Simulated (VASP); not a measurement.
**InP: single point with HSE06**

InP:

```
In P
1.0
     0.00000    3.06278    3.06278
     3.06278    0.00000    3.06278
     3.06278    3.06278    0.00000
In P
1 1
Cartesian
  0.0000 0.0000 0.0000
  1.5314 1.5314 1.5314
```

The cell was built by a generator and needn't be a form met in nature.

The cell isn't the ideal one: hydrostatic strain +3.7%.

```yaml
Program: VASP 6.6.1
Task: single point
Functional: HSE06
Potentials_or_basis: VASP PAW PBE potentials, release 64 (In_d, P)
Cutoff: 520 eV
k_mesh: 6 × 6 × 6
Occupations: fermi-dirac, width 0.02 eV
Spin: no spin polarisation
```

```json
{
 "Pressure": "-6.1 GPa",
 "Band gap on the k mesh": "0.68 eV, direct"
}
```

Levels at points of the mesh, in eV from the valence-band top:
```csv
k point,band 5,band 6,band 7,band 8,band 9,band 10,band 11,band 12,band 13,band 14
"(0.00, 0.00, 0.00)",-15.63,-11.87,0.00,0.00,0.00,0.68,4.86,4.86,4.86,8.91
"(0.50, 0.00, 0.00)",-15.62,-10.42,-5.56,-0.87,-0.87,1.87,5.58,5.58,7.69,9.90
"(0.50, 0.50, 0.00)",-15.61,-9.86,-5.68,-2.10,-2.10,2.55,2.92,9.54,9.95,9.95
```

Wall time 75 min on 1 thread of Intel(R) Xeon(R) Platinum 8488C (Sapphire Rapids), on a shared host, peak memory 0.31 GiB.

Caveat: the PAW data sets were made with another functional, which shifts forces and pressure a little; spin-orbit coupling is left out, which moves the levels of the heavy elements.
